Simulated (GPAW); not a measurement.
# Sb (Im-3m) in GPAW: further runs

The runs below take Sb through relaxation of cell and atoms, single point, with PBEsol+D4, PBE.

Everything below comes from runs of GPAW 26.7.0. Logs are shortened: lines on timing, memory, paths and dates and some standing lists are left out, and cuts for length are marked. The log counts tension as positive stress, the text compression.

**1. The structure**

The structure is cubic, space group Im-3m (No. 229). Conventional cell: a = 3.743 Å, b = 3.743 Å, c = 3.743 Å, α = 90.00°, β = 90.00°, γ = 90.00°. Sb (site symmetry m-3m) has 8 Sb at 3.24 Å as nearest neighbours.

This isn't the form of Sb at room conditions, which is rhombohedral.

**2. Relaxation of cell and atoms, PBEsol+D4**

The input, run.py:

```python
from ase import Atoms
from ase.calculators.mixing import SumCalculator
from ase.filters import FrechetCellFilter
from ase.io import write
from ase.optimize import BFGS
from dftd4.ase import DFTD4
from gpaw import GPAW, PW, setup_paths

setup_paths.insert(0, '.')

atoms = Atoms(['Sb'],
              cell=[[-1.8713408863, 1.8713408863, 1.8713408863],
                    [1.8713408863, -1.8713408863, 1.8713408863],
                    [1.8713408863, 1.8713408863, -1.8713408863]],
              scaled_positions=[[0.0, 0.0, 0.0]],
              pbc=True)

calc = GPAW(mode=PW(600),
            xc='PBEsol',
            kpts={'size': (10, 10, 10), 'gamma': True},
            occupations={'name': 'fermi-dirac', 'width': 0.05},
            nbands=15,
            convergence={'density': 1e-05, 'forces': 0.0001},
            maxiter=150,
            txt='gpaw.txt')
atoms.calc = SumCalculator([calc, DFTD4(method='pbesol')])
opt = BFGS(FrechetCellFilter(atoms), trajectory='relax.traj', logfile='-')
done = opt.run(fmax=0.02, steps=60)
calc.write('gs.gpw')
write('result.traj', atoms)
print('Converged:', done)
print('Cell:', atoms.cell.cellpar().round(4))
print('Volume:', round(atoms.get_volume(), 4))
print(atoms.get_scaled_positions().round(5))
```

Potentials or basis: PAW data sets generated in the run's folder for this functional, pw.

Command:

```sh
$ gpaw-setup -f PBEsol Sb
$ OMP_NUM_THREADS=1 python run.py
```

gpaw.txt:

```text
__  _  _
 | _ |_)|_||  |
 |__||  | ||/\| - 26.7.0

Input parameters:
  mode=PW(ecut=600.0),
  convergence={'density': 1e-05, 'forces': 0.0001},
  kpts=MonkhorstPack(size=(10, 10, 10), gamma=True),
  maxiter=150,
  nbands=15,
  occupations=Occupations(name='fermi-dirac', width=0.05),
  xc=XC(name='PBEsol')

Diagonalizing LCAO Hamiltonian
Converting LCAO to pw mode

       Sb

Atoms  # Å, Bohr magnetons
|   | symbol |        x |        y |        z |    initial magnetic moments |
|---|--------|----------|----------|----------|-----------------------------|
| 0 |     Sb | 0.000000 | 0.000000 | 0.000000 | ( 0.0000,  0.0000,  0.0000) |

Unit cell  # Å
| periodic |         x |         y |         z |  lengths |     angles |
|----------|-----------|-----------|-----------|----------|------------|
|      yes | -1.871341 |  1.871341 |  1.871341 | 3.241257 | 109.471221 |
|      yes |  1.871341 | -1.871341 |  1.871341 | 3.241257 | 109.471221 |
|      yes |  1.871341 |  1.871341 | -1.871341 | 3.241257 | 109.471221 |

Number of symmetries: 48
Symmetry operations  # r_c * U_cc + t_c -> r_c
|    | kind |            matrix            |
|----|------|------------------------------|
|  0 |  σ   |  1, 1, 1,  0, 0,-1,  0,-1, 0 |
|  1 |  C4  |  1, 1, 1,  0, 0,-1, -1, 0, 0 |
|  2 |  C2  |  1, 1, 1,  0,-1, 0,  0, 0,-1 |
|  3 |  S6  |  1, 1, 1,  0,-1, 0, -1, 0, 0 |
|  4 |  S6  |  1, 1, 1, -1, 0, 0,  0, 0,-1 |
|  5 |  C4  |  1, 1, 1, -1, 0, 0,  0,-1, 0 |
|  6 |  E   |  1, 0, 0,  0, 1, 0,  0, 0, 1 |
|  7 |  σ   |  1, 0, 0,  0, 1, 0, -1,-1,-1 |
|  8 |  σ   |  1, 0, 0,  0, 0, 1,  0, 1, 0 |
|  9 |  C3  |  1, 0, 0,  0, 0, 1, -1,-1,-1 |
| 10 |  C3  |  1, 0, 0, -1,-1,-1,  0, 1, 0 |
| 11 |  σ   |  1, 0, 0, -1,-1,-1,  0, 0, 1 |
| 12 |  σ   |  0, 1, 0,  1, 0, 0,  0, 0, 1 |
| 13 |  C2  |  0, 1, 0,  1, 0, 0, -1,-1,-1 |
| 14 |  C3  |  0, 1, 0,  0, 0, 1,  1, 0, 0 |
| 15 |  S4  |  0, 1, 0,  0, 0, 1, -1,-1,-1 |
| 16 |  S4  |  0, 1, 0, -1,-1,-1,  1, 0, 0 |
| 17 |  C3  |  0, 1, 0, -1,-1,-1,  0, 0, 1 |
| 18 |  C3  |  0, 0, 1,  1, 0, 0,  0, 1, 0 |
| 19 |  S4  |  0, 0, 1,  1, 0, 0, -1,-1,-1 |
| 20 |  σ   |  0, 0, 1,  0, 1, 0,  1, 0, 0 |
| 21 |  C3  |  0, 0, 1,  0, 1, 0, -1,-1,-1 |
| 22 |  C2  |  0, 0, 1, -1,-1,-1,  1, 0, 0 |
| 23 |  S4  |  0, 0, 1, -1,-1,-1,  0, 1, 0 |
| 24 |  C4  |  0, 0,-1,  1, 1, 1,  0,-1, 0 |
| 25 |  σ   |  0, 0,-1,  1, 1, 1, -1, 0, 0 |
| 26 |  S6  |  0, 0,-1,  0,-1, 0,  1, 1, 1 |
| 27 |  C2  |  0, 0,-1,  0,-1, 0, -1, 0, 0 |
| 28 |  C4  |  0, 0,-1, -1, 0, 0,  1, 1, 1 |
[... 159 lines left out ...]
Fermi level: 8.239
Eigenvalues  # (at kpt = [0.000, 0.000, 0.000])
| band index |      eig [eV] | occ [0-2] |
|------------|---------------|-----------|
|          0 |       -20.915 |     2.000 |
|          1 |       -20.915 |     2.000 |
|          2 |       -20.915 |     2.000 |
|          3 |       -20.838 |     2.000 |
|          4 |       -20.838 |     2.000 |
|          5 |        -4.792 |     2.000 |
|          6 |        13.931 |     0.000 |
|          7 |        13.931 |     0.000 |
|          8 |        13.931 |     0.000 |
|          9 |        19.664 |     0.000 |
|         10 |        19.664 |     0.000 |
|         11 |        19.664 |     0.000 |
|         12 |        20.142 |     0.000 |
|         13 |        20.142 |     0.000 |
|         14 |        20.148 |     0.000 |

No gap
No difference between direct/indirect transitions

Stress tensor  # eV/Ang^3
|         x |         y |         z |
|-----------|-----------|-----------|
|  0.002302 | -0.000000 |  0.000000 |
| -0.000000 |  0.002302 | -0.000000 |
|  0.000000 | -0.000000 |  0.002302 |

Forces  # eV/Ang
|       x |       y |        z |
|---------|---------|----------|
| 0.00000 | 0.00000 | -0.00000 |  # Sb   0

Interpolating wave functions to new cell

       Sb

Atoms  # Å, Bohr magnetons
|   | symbol |         x |         y |        z |    initial magnetic moments |
|---|--------|-----------|-----------|----------|-----------------------------|
| 0 |     Sb | -0.000000 | -0.000000 | 0.000000 | ( 0.0000,  0.0000,  0.0000) |

Unit cell  # Å
| periodic |         x |         y |         z |  lengths |     angles |
|----------|-----------|-----------|-----------|----------|------------|
|      yes | -1.860971 |  1.860971 |  1.860971 | 3.223296 | 109.471221 |
|      yes |  1.860971 | -1.860971 |  1.860971 | 3.223296 | 109.471221 |
|      yes |  1.860971 |  1.860971 | -1.860971 | 3.223296 | 109.471221 |

Number of symmetries: 48
Symmetry operations  # r_c * U_cc + t_c -> r_c
|    | kind |            matrix            |
|----|------|------------------------------|
|  0 |  σ   |  1, 1, 1,  0, 0,-1,  0,-1, 0 |
|  1 |  C4  |  1, 1, 1,  0, 0,-1, -1, 0, 0 |
|  2 |  C2  |  1, 1, 1,  0,-1, 0,  0, 0,-1 |
|  3 |  S6  |  1, 1, 1,  0,-1, 0, -1, 0, 0 |
|  4 |  S6  |  1, 1, 1, -1, 0, 0,  0, 0,-1 |
|  5 |  C4  |  1, 1, 1, -1, 0, 0,  0,-1, 0 |
|  6 |  E   |  1, 0, 0,  0, 1, 0,  0, 0, 1 |
|  7 |  σ   |  1, 0, 0,  0, 1, 0, -1,-1,-1 |
|  8 |  σ   |  1, 0, 0,  0, 0, 1,  0, 1, 0 |
|  9 |  C3  |  1, 0, 0,  0, 0, 1, -1,-1,-1 |
| 10 |  C3  |  1, 0, 0, -1,-1,-1,  0, 1, 0 |
| 11 |  σ   |  1, 0, 0, -1,-1,-1,  0, 0, 1 |
| 12 |  σ   |  0, 1, 0,  1, 0, 0,  0, 0, 1 |
| 13 |  C2  |  0, 1, 0,  1, 0, 0, -1,-1,-1 |
| 14 |  C3  |  0, 1, 0,  0, 0, 1,  1, 0, 0 |
| 15 |  S4  |  0, 1, 0,  0, 0, 1, -1,-1,-1 |
| 16 |  S4  |  0, 1, 0, -1,-1,-1,  1, 0, 0 |
| 17 |  C3  |  0, 1, 0, -1,-1,-1,  0, 0, 1 |
| 18 |  C3  |  0, 0, 1,  1, 0, 0,  0, 1, 0 |
| 19 |  S4  |  0, 0, 1,  1, 0, 0, -1,-1,-1 |
| 20 |  σ   |  0, 0, 1,  0, 1, 0,  1, 0, 0 |
| 21 |  C3  |  0, 0, 1,  0, 1, 0, -1,-1,-1 |
| 22 |  C2  |  0, 0, 1, -1,-1,-1,  1, 0, 0 |
| 23 |  S4  |  0, 0, 1, -1,-1,-1,  0, 1, 0 |
| 24 |  C4  |  0, 0,-1,  1, 1, 1,  0,-1, 0 |
| 25 |  σ   |  0, 0,-1,  1, 1, 1, -1, 0, 0 |
| 26 |  S6  |  0, 0,-1,  0,-1, 0,  1, 1, 1 |
| 27 |  C2  |  0, 0,-1,  0,-1, 0, -1, 0, 0 |
| 28 |  C4  |  0, 0,-1, -1, 0, 0,  1, 1, 1 |
[... 159 lines left out ...]
Fermi level: 8.456
Eigenvalues  # (at kpt = [0.000, 0.000, 0.000])
| band index |      eig [eV] | occ [0-2] |
|------------|---------------|-----------|
|          0 |       -20.708 |     2.000 |
|          1 |       -20.708 |     2.000 |
|          2 |       -20.708 |     2.000 |
|          3 |       -20.626 |     2.000 |
|          4 |       -20.626 |     2.000 |
|          5 |        -4.711 |     2.000 |
|          6 |        14.283 |     0.000 |
|          7 |        14.283 |     0.000 |
|          8 |        14.283 |     0.000 |
|          9 |        19.971 |     0.000 |
|         10 |        19.971 |     0.000 |
|         11 |        19.971 |     0.000 |
|         12 |        20.377 |     0.000 |
|         13 |        20.377 |     0.000 |
|         14 |        20.377 |     0.000 |

No gap
No difference between direct/indirect transitions

Stress tensor  # eV/Ang^3
|         x |         y |         z |
|-----------|-----------|-----------|
| -0.004822 | -0.000000 |  0.000000 |
| -0.000000 | -0.004822 | -0.000000 |
|  0.000000 | -0.000000 | -0.004822 |

Forces  # eV/Ang
|        x |        y |       z |
|----------|----------|---------|
| -0.00000 | -0.00000 | 0.00000 |  # Sb   0

Interpolating wave functions to new cell

       Sb

Atoms  # Å, Bohr magnetons
|   | symbol |         x |         y |        z |    initial magnetic moments |
|---|--------|-----------|-----------|----------|-----------------------------|
| 0 |     Sb | -0.000000 | -0.000000 | 0.000000 | ( 0.0000,  0.0000,  0.0000) |

Unit cell  # Å
| periodic |         x |         y |         z |  lengths |     angles |
|----------|-----------|-----------|-----------|----------|------------|
|      yes | -1.848967 |  1.848967 |  1.848967 | 3.202505 | 109.471221 |
|      yes |  1.848967 | -1.848967 |  1.848967 | 3.202505 | 109.471221 |
|      yes |  1.848967 |  1.848967 | -1.848967 | 3.202505 | 109.471221 |

Number of symmetries: 48
Symmetry operations  # r_c * U_cc + t_c -> r_c
|    | kind |            matrix            |
|----|------|------------------------------|
|  0 |  σ   |  1, 1, 1,  0, 0,-1,  0,-1, 0 |
|  1 |  C4  |  1, 1, 1,  0, 0,-1, -1, 0, 0 |
|  2 |  C2  |  1, 1, 1,  0,-1, 0,  0, 0,-1 |
|  3 |  S6  |  1, 1, 1,  0,-1, 0, -1, 0, 0 |
|  4 |  S6  |  1, 1, 1, -1, 0, 0,  0, 0,-1 |
|  5 |  C4  |  1, 1, 1, -1, 0, 0,  0,-1, 0 |
|  6 |  E   |  1, 0, 0,  0, 1, 0,  0, 0, 1 |
|  7 |  σ   |  1, 0, 0,  0, 1, 0, -1,-1,-1 |
|  8 |  σ   |  1, 0, 0,  0, 0, 1,  0, 1, 0 |
|  9 |  C3  |  1, 0, 0,  0, 0, 1, -1,-1,-1 |
| 10 |  C3  |  1, 0, 0, -1,-1,-1,  0, 1, 0 |
| 11 |  σ   |  1, 0, 0, -1,-1,-1,  0, 0, 1 |
| 12 |  σ   |  0, 1, 0,  1, 0, 0,  0, 0, 1 |
| 13 |  C2  |  0, 1, 0,  1, 0, 0, -1,-1,-1 |
| 14 |  C3  |  0, 1, 0,  0, 0, 1,  1, 0, 0 |
| 15 |  S4  |  0, 1, 0,  0, 0, 1, -1,-1,-1 |
| 16 |  S4  |  0, 1, 0, -1,-1,-1,  1, 0, 0 |
| 17 |  C3  |  0, 1, 0, -1,-1,-1,  0, 0, 1 |
| 18 |  C3  |  0, 0, 1,  1, 0, 0,  0, 1, 0 |
| 19 |  S4  |  0, 0, 1,  1, 0, 0, -1,-1,-1 |
| 20 |  σ   |  0, 0, 1,  0, 1, 0,  1, 0, 0 |
| 21 |  C3  |  0, 0, 1,  0, 1, 0, -1,-1,-1 |
| 22 |  C2  |  0, 0, 1, -1,-1,-1,  1, 0, 0 |
| 23 |  S4  |  0, 0, 1, -1,-1,-1,  0, 1, 0 |
| 24 |  C4  |  0, 0,-1,  1, 1, 1,  0,-1, 0 |
| 25 |  σ   |  0, 0,-1,  1, 1, 1, -1, 0, 0 |
| 26 |  S6  |  0, 0,-1,  0,-1, 0,  1, 1, 1 |
| 27 |  C2  |  0, 0,-1,  0,-1, 0, -1, 0, 0 |
| 28 |  C4  |  0, 0,-1, -1, 0, 0,  1, 1, 1 |
[... 159 lines left out ...]
Fermi level: 8.714
Eigenvalues  # (at kpt = [0.000, 0.000, 0.000])
| band index |      eig [eV] | occ [0-2] |
|------------|---------------|-----------|
|          0 |       -20.464 |     2.000 |
|          1 |       -20.464 |     2.000 |
|          2 |       -20.464 |     2.000 |
|          3 |       -20.376 |     2.000 |
|          4 |       -20.376 |     2.000 |
|          5 |        -4.615 |     2.000 |
|          6 |        14.699 |     0.000 |
|          7 |        14.699 |     0.000 |
|          8 |        14.699 |     0.000 |
|          9 |        20.336 |     0.000 |
|         10 |        20.336 |     0.000 |
|         11 |        20.336 |     0.000 |
|         12 |        20.653 |     0.000 |
|         13 |        20.653 |     0.000 |
|         14 |        20.653 |     0.000 |

No gap
No difference between direct/indirect transitions

Stress tensor  # eV/Ang^3
|         x |         y |         z |
|-----------|-----------|-----------|
| -0.013739 |  0.000000 |  0.000000 |
|  0.000000 | -0.013739 | -0.000000 |
|  0.000000 | -0.000000 | -0.013739 |

Forces  # eV/Ang
|       x |       y |        z |
|---------|---------|----------|
| 0.00000 | 0.00000 | -0.00000 |  # Sb   0

# Writing to gs.gpw (mode='')
```

It took 32 s on 1 thread of Arm Neoverse V1, shared host; peak memory 0.16 GiB.

What came out:

| Quantity | Value |
| --- | --- |
| Free energy | -4.9878 eV |
| Relaxed volume | 25.28 Å³/atom |
| Relaxed cell | a = 3.203 Å, b = 3.203 Å, c = 3.203 Å, α = 109.47°, β = 109.47°, γ = 109.47° |
| Space group after relaxing (to 0.05 Å) | Im-3m (No. 229) |
| Energy gained by relaxing | 6.7 meV/atom |
| Ionic steps | 3 |
| Pressure after relaxing | 0.1 GPa |
| Band gap on the k mesh | none (metal or under the smearing width) |
| Dispersion energy per atom | -0.346 eV |

The path:
| step | energy change (eV) | largest force (eV/Å) | pressure (GPa) | volume (Å³) |
| --- | --- | --- | --- | --- |
| 1 | 0.0000 | 0.0000 | -2.38 | 26.21 |
| 2 | -0.0049 | 0.0000 | -1.30 | 25.78 |
| 3 | -0.0067 | 0.0000 | 0.05 | 25.28 |

Final structure:
```
Sb
1.0
    -1.84897    1.84897    1.84897
     1.84897   -1.84897    1.84897
     1.84897    1.84897   -1.84897
Sb
1
Direct
  0.00000 0.00000 0.00000
```

Caveat: later steps reuse the first step's grids; pairwise dispersion overbinds metals, which lowers pressure and volume. Spin-orbit coupling is left out, which matters for the levels of Sb.

**3. Single point, PBE**

The input, run.py:

```python
from ase.dft.bandgap import bandgap
from ase.io import read, write
from ase.units import GPa
from gpaw import GPAW, PW

atoms = read('POSCAR')

calc = GPAW(mode=PW(450),
            xc='PBE',
            kpts={'size': (8, 8, 8), 'gamma': True},
            occupations={'name': 'fermi-dirac', 'width': 0.05},
            nbands=15,
            maxiter=120,
            txt='gpaw.txt')
atoms.calc = calc
energy = atoms.get_potential_energy()
forces = atoms.get_forces()
stress = atoms.get_stress()
calc.write('gs.gpw')
write('result.traj', atoms)
print(f'Energy: {energy:.6f} eV')
print('Forces (eV/A):')
print(forces.round(4))
print('Stress (GPa):', (stress / GPa).round(3))
print('Fermi level:', round(calc.get_fermi_level(), 4), 'eV')
print(f'Gap: {bandgap(calc)[0]:.4f} eV, direct: {bandgap(calc, direct=True)[0]:.4f} eV')
```

The input, POSCAR:

```
Sb
1.0
   -1.8713408863      1.8713408863      1.8713408863
    1.8713408863     -1.8713408863      1.8713408863
    1.8713408863      1.8713408863     -1.8713408863
Sb
1
Direct
    0.0000000000      0.0000000000      0.0000000000
```

Potentials or basis: GPAW PAW data sets (gpaw-data 1.2.1), pw.

Command:

```sh
$ OMP_NUM_THREADS=1 python run.py
```

It took 3.6 s on 1 thread of Arm Neoverse V2, shared host; peak memory 0.13 GiB.

Results (log left out):

- Free energy: -4.1099 eV
- Pressure: -0.1 GPa
- Band gap on the k mesh: none (metal or under the smearing width)

Levels at points of the mesh, in eV from the Fermi level:
```tsv
k point	band 5	band 6	band 7	band 8	band 9	band 10	band 11
(0.00, 0.00, 0.00)	-29.12	-12.95	5.78	5.78	5.78	11.47	11.47
(0.50, 0.50, 0.00)	-29.07	-8.74	-5.66	1.83	3.91	6.71	7.24
(0.50, 0.50, 0.50)	-29.08	-5.37	-1.97	-1.97	-1.97	3.03	3.03
```

Caveat: the cutoff is short for stress and forces, so pressures can be off by a GPa or more. Spin-orbit coupling is left out, which matters for the levels of Sb.
